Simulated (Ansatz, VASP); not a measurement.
## One calculation of B2P, two programs

File INCAR:

```
SYSTEM = B2P
ALGO = Normal
EDIFF = 1E-6
EDIFFG = -0.04
ENCUT = 600
GGA = PE
IBRION = 2
ISIF = 3
ISMEAR = 0
LASPH = .True.
LCHARG = .False.
LREAL = .False.
LWAVE = .False.
NELM = 100
NSW = 90
PREC = Accurate
SIGMA = 0.1
```

Contents of KPOINTS:

```
k-points
0
Gamma
  6 6 6
  0 0 0
```

Contents of POSCAR:

```
B2P
1.0
    1.4448597500      0.8341901700      3.7054372000
   -1.4448597500      0.8341901700      3.7054372000
    0.0000000000     -1.6683803300      3.7054372000
B P
2 1
Direct
    0.4160641100      0.4160641100      0.4160641100
    0.5839358900      0.5839358900      0.5839358900
    0.0000000000      0.0000000000      0.0000000000
```

Input for Ansatz:

```yaml
crystal:
  lattice:
    - [1.44485975, 0.83419017, 3.7054372]
    - [-1.44485975, 0.83419017, 3.7054372]
    - [0.0, -1.66838033, 3.7054372]
  atoms:
    - { symbol: B, position: [0.41606411, 0.41606411, 0.41606411] }
    - { symbol: B, position: [0.58393589, 0.58393589, 0.58393589] }
    - { symbol: P, position: [0.0, 0.0, 0.0] }
basis:
  ecutwfc: 420
kpoints:
  mp_grid: { grid: [6, 6, 6] }
hamiltonian:
  xc: pbe
scf:
  occupations: { method: gaussian, width: 0.1 }
  lower_state_search: "off"
output:
  forces: true
  stress: true
  eigenvalues: true
relax:
  adjacent_minimum: "off"
  f_tol: 0.04
  max_steps: 70
  cell: { stress_tol: 0.4 }
```

Alike in both runs: task relaxation of cell and atoms; functional PBE; k mesh 6 × 6 × 6; occupations gaussian, width 0.1 eV; no spin polarisation.

|  | VASP | Ansatz |
| --- | --- | --- |
| version | VASP 6.6.1 | Ansatz 0.2.0 |
| potentials or method | VASP PAW PBE potentials, release 64 (B, P) | scalar-relativistic, plane waves, PAW |
| plane-wave cutoff (eV) | 600 | 420 |
| valence electrons in the cell | 11 | 11 |

Ansatz gave:

| Item | Value |
| --- | --- |
| gap on the k mesh at the Fermi level, each at its own relaxed structure (eV) | none |
| relaxed volume (Å³/atom) | 10.37 |
| relaxed cell length with the largest relative difference (Å) | 4.315 |
| energy change over the relaxation (meV/atom) | -418 |

Problem. Which values does VASP return?

Solution. gap on the k mesh at the Fermi level, each at its own relaxed structure (eV): none; relaxed volume (Å³/atom): 10.36; relaxed cell length with the largest relative difference (Å): 4.311; energy change over the relaxation (meV/atom): -414.

A gap of «none» marks a metal or a gap that the smearing closes.

Caveats: the k mesh is coarse (spacing up to 0.43 Å⁻¹), so the values aren't converged; the volume moved by over 15 % at a fixed basis, so the end points are rough (VASP).
